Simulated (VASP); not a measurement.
# BaZrO3 in VASP 6.6.1, single-point calculation

INCAR

```
SIGMA = 0.02
ISMEAR = -1
IBRION = -1
NELM = 120
LREAL = .FALSE.
NBANDS = 28
PREC = Normal
LCHARG = .FALSE.
ISIF = 2
ENCUT = 520
GGA = PE
LASPH = .TRUE.
EDIFF = 1E-7
LWAVE = .FALSE.
NSW = 0
```

KPOINTS

```
KPOINTS created by Atomic Simulation Environment
0
Gamma
6 6 6
0 0 0
```

POSCAR

```
Ba Zr O
 1.0000000000000000
     4.2053549141947002   -0.0000000000000000   -0.0000000000000000
    -0.0000000000000000    4.2053549141947002    0.0000000000000000
    -0.0000000000000000    0.0000000000000000    4.2053549141947002
 Ba  Zr  O
   1   1   3
Cartesian
 -0.0000000000000000  0.0000000000000000 -0.0000000000000000
  2.1026774570973505  2.1026774570973505  2.1026774570973505
  2.1026774570973505  2.1026774570973505  0.0000000000000000
  2.1026774570973505 -0.0000000000000000  2.1026774570973505
  0.0000000000000000  2.1026774570973505  2.1026774570973505
```

The recommended PBE PAW datasets give the neutral cell 40 valence electrons.

Command

```
mpirun -np 1 vasp_std
```

OSZICAR

```
N       E                     dE             d eps       ncg     rms          rms(c)
DAV:   1     0.312935127278E+03    0.31294E+03   -0.21904E+04  1120   0.140E+03
DAV:   2    -0.283642256651E+02   -0.34130E+03   -0.33058E+03  1408   0.352E+02
DAV:   3    -0.487280041267E+02   -0.20364E+02   -0.20288E+02  1736   0.810E+01
DAV:   4    -0.492950056342E+02   -0.56700E+00   -0.56636E+00  1540   0.108E+01
DAV:   5    -0.493076654489E+02   -0.12660E-01   -0.12659E-01  1588   0.123E+00    0.283E+01
DAV:   6    -0.418076587790E+02    0.75000E+01   -0.38237E+01  1316   0.382E+01    0.125E+01
DAV:   7    -0.417211314956E+02    0.86527E-01   -0.27685E+00  1548   0.911E+00    0.762E+00
DAV:   8    -0.417101170827E+02    0.11014E-01   -0.36369E-01  1308   0.432E+00    0.725E-01
DAV:   9    -0.417055629113E+02    0.45542E-02   -0.65616E-02  1532   0.140E+00    0.530E-01
DAV:  10    -0.417072853090E+02   -0.17224E-02   -0.17089E-02  1536   0.105E+00    0.264E-01
DAV:  11    -0.417068397599E+02    0.44555E-03   -0.21777E-03  1400   0.374E-01    0.397E-02
DAV:  12    -0.417069020440E+02   -0.62284E-04   -0.18954E-04  1284   0.934E-02    0.433E-02
DAV:  13    -0.417068997318E+02    0.23122E-05   -0.31732E-05  1652   0.375E-02    0.590E-03
DAV:  14    -0.417069000736E+02   -0.34173E-06   -0.43880E-06  1324   0.154E-02    0.404E-03
DAV:  15    -0.417069000527E+02    0.20801E-07   -0.32031E-07  1216   0.368E-03
   1 F= -.41706900E+02 E0= -.41706900E+02  d E =-.144889E-11
```

From OUTCAR

```
k-points           NKPTS =     20   k-points in BZ     NKDIM =     20   number of bands    NBANDS=     28

   NELECT =      40.0000    total number of electrons

   dimension x,y,z NGX =    24 NGY =   24 NGZ =   24
   dimension x,y,z NGXF=    48 NGYF=   48 NGZF=   48

  energy-cutoff  :      520.00
  volume of cell :       74.37
      direct lattice vectors                 reciprocal lattice vectors
     4.205354914  0.000000000  0.000000000     0.237792058  0.000000000  0.000000000
     0.000000000  4.205354914  0.000000000     0.000000000  0.237792058  0.000000000
     0.000000000  0.000000000  4.205354914     0.000000000  0.000000000  0.237792058

 k-points in reciprocal lattice and weights: KPOINTS created by Atomic Simulation Env
   0.00000000  0.00000000  0.00000000       0.005
   0.16666667  0.00000000  0.00000000       0.028
   0.33333333  0.00000000  0.00000000       0.028
   0.50000000  0.00000000  0.00000000       0.014
   0.16666667  0.16666667  0.00000000       0.056
   0.33333333  0.16666667  0.00000000       0.111
   0.50000000  0.16666667  0.00000000       0.056
   0.33333333  0.33333333  0.00000000       0.056
   ...

 E-fermi :   4.1906

 k-point     1 :       0.0000    0.0000    0.0000
  band No.  band energies     occupation
      1     -43.3637      2.00000
      2     -21.6285      2.00000
      3     -21.5112      2.00000
      4     -21.5112      2.00000
      5     -21.5112      2.00000
      6     -12.6366      2.00000
      7     -12.3494      2.00000
      8     -12.3494      2.00000
      9      -6.7633      2.00000
     10      -6.7633      2.00000
     11      -6.7633      2.00000
     12       2.2534      2.00000
     13       2.2534      2.00000
     14       2.2534      2.00000
     15       2.7478      2.00000
     16       2.7478      2.00000
     17       2.7478      2.00000
     18       3.4828      2.00000
     19       3.4828      2.00000
     20       3.4828      2.00000
     21       6.8853      0.00000
     22       6.8853      0.00000
     23       6.8853      0.00000
     24       8.3595      0.00000
     25       8.3595      0.00000
     26       9.5413      0.00000
     27      11.0595      0.00000
     28      11.0595      0.00000

 k-point     2 :       0.1667    0.0000    0.0000
  band No.  band energies     occupation
      1     -43.3629      2.00000
      2     -21.7080      2.00000
      3     -21.5096      2.00000
      4     -21.5096      2.00000
      5     -21.4781      2.00000
      6     -12.6402      2.00000
      7     -12.3437      2.00000
      8     -12.1725      2.00000
      9      -6.7467      2.00000
     10      -6.7467      2.00000
     11      -6.7151      2.00000
     12       1.8100      2.00000
     13       2.1659      2.00000
     14       2.1659      2.00000
     15       2.5032      2.00000
     16       2.5032      2.00000
     17       2.5529      2.00000
     18       2.8455      2.00000
     19       3.3961      2.00000
     20       3.3961      2.00000
     21       6.9803      0.00000
     22       7.4832      0.00000
     23       7.4832      0.00000
     24       8.7845      0.00000
     25       8.8034      0.00000
     26      10.1171      0.00000
     27      11.0604      0.00000
     28      11.8488      0.00000

 ...

  Total        1.5871982      1.5871982      1.5871982      0.0000000      0.0000000     -0.0000000
  in kB       34.1927298     34.1927298     34.1927298      0.0000000      0.0000000     -0.0000000
  external PRESSURE =      34.1927298 kB  Pullay stress =       0.0000000 kB

 POSITION                                       TOTAL-FORCE (eV/Angst)
 -----------------------------------------------------------------------------------
      0.00000      0.00000      0.00000         0.000000      0.000000      0.000000
      2.10268      2.10268      2.10268         0.000000      0.000000      0.000000
      2.10268      2.10268      0.00000         0.000000      0.000000      0.000000
      2.10268      0.00000      2.10268         0.000000      0.000000      0.000000
      0.00000      2.10268      2.10268         0.000000      0.000000      0.000000
 -----------------------------------------------------------------------------------
    total drift:                                0.000000     -0.000000     -0.000000

  FREE ENERGIE OF THE ION-ELECTRON SYSTEM (eV)
  ---------------------------------------------------
  free  energy   TOTEN  =       -41.7069000527 eV

  energy  without entropy=      -41.7069000527  energy(sigma->0) =      -41.70690005
```

It converged. Results: gap between bands v and c on the k mesh 3.17 eV; least direct gap on the k mesh 3.40 eV; pressure 3.4 GPa. Band v is the last that the valence electrons fill when counted band by band, and c is the next.

For comparison, a separate PBE run of the intended cell, on usual settings and not on those above, gives a gap of 3.17 eV on its mesh and a pressure of 3.4 GPa.

The run above took about 16 s on one core of a shared host (Intel Xeon Platinum 8488C) and held 0.17 GiB at most.
